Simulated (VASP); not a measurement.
## PtSe2: relaxation of cell and atoms with PBE+D3(BJ)

The system is PtSe2.

```
CELL_PARAMETERS angstrom
3.72400 0.00000 0.00000
-1.86200 3.22508 0.00000
0.00000 0.00000 5.06200
ATOMIC_POSITIONS crystal
Pt 0.00000 0.00000 0.00000
Se 0.33333 0.66667 0.25000
Se 0.66667 0.33333 0.75000
```

```json
{
 "Program": "VASP 6.6.1",
 "Task": "relaxation of cell and atoms",
 "Functional": "PBE",
 "Dispersion": "D3(BJ)",
 "Potentials or basis": "VASP PAW PBE potentials, release 64 (Pt, Se)",
 "Cutoff": "350 eV",
 "k mesh": "9 × 9 × 6",
 "Occupations": "gaussian, width 0.02 eV",
 "Spin": "no spin polarisation",
 "Further INCAR settings": "ALGO = Fast; EDIFF = 1e-07; IBRION = 2; EDIFFG = -0.002; NSW = 80; ISIF = 3"
}
```

The relaxed volume is 19.73 Å³/atom, the relaxed cell is a = 3.767 Å, b = 3.767 Å, c = 4.816 Å, α = 90.00°, β = 90.00°, γ = 120.00° and the space group after relaxing (to 0.05 Å) is P-3m1 (No. 164). The energy gained by relaxing is 16.9 meV/atom and the ionic steps are 20. The pressure after relaxing is 0.0 GPa, the band gap on the k mesh is none (metal or under the smearing width) and the dispersion energy per atom is -0.492 eV.

The path:
```csv
step,energy change (eV),largest force (eV/Å),pressure (GPa),volume (Å³)
1,0.0000,0.6169,3.27,60.80
2,0.0279,0.3597,-5.71,64.51
3,-0.0224,0.1965,-0.66,62.23
4,-0.0287,0.1615,-0.57,61.81
5,-0.0426,0.0508,-0.21,60.54
6,-0.0390,0.2214,1.07,58.04
7,-0.0470,0.0222,0.23,59.62
8,-0.0472,0.0465,0.33,59.40
9,-0.0487,0.1428,-1.08,59.53
10,-0.0494,0.1064,-0.57,59.49
11,-0.0497,0.0557,0.61,58.76
12,-0.0507,0.0195,0.05,59.10
13,-0.0507,0.0211,0.03,59.11
14,-0.0508,0.0147,-0.02,59.16
15,-0.0508,0.0089,-0.07,59.21
16,-0.0508,0.0122,0.09,59.17
17,-0.0508,0.0024,0.01,59.19
18,-0.0508,0.0009,0.00,59.19
19,-0.0508,0.0002,0.01,59.20
20,-0.0508,0.0012,0.01,59.20
```

Final structure:
```
CELL_PARAMETERS angstrom
3.76740 0.00000 0.00000
-1.88370 3.26267 0.00000
0.00000 0.00000 4.81636
ATOMIC_POSITIONS crystal
Pt 0.00000 0.00000 0.00000
Se 0.33333 0.66667 0.26631
Se 0.66667 0.33333 0.73369
```

Levels at points of the mesh, in eV from the Fermi level:
```csv
k point,band 7,band 8,band 9,band 10,band 11,band 12,band 13,band 14,band 15
"(0.00, 0.00, 0.00)",-3.81,-2.50,-1.02,-1.02,0.78,1.04,1.04,3.34,4.11
"(0.00, 0.00, 0.50)",-3.87,-2.93,-1.74,-1.74,-1.72,2.32,2.32,4.98,6.54
```

Run time: 4.6 min on 1 thread of Intel(R) Xeon(R) Platinum 8259CL CPU @ 2.50GHz (Skylake/Cascade Lake), on a shared host, peak memory 0.19 GiB.

Caveat: pairwise dispersion overbinds metals, which lowers pressure and volume. The run has no spin-orbit coupling, so splittings on Pt are missing.
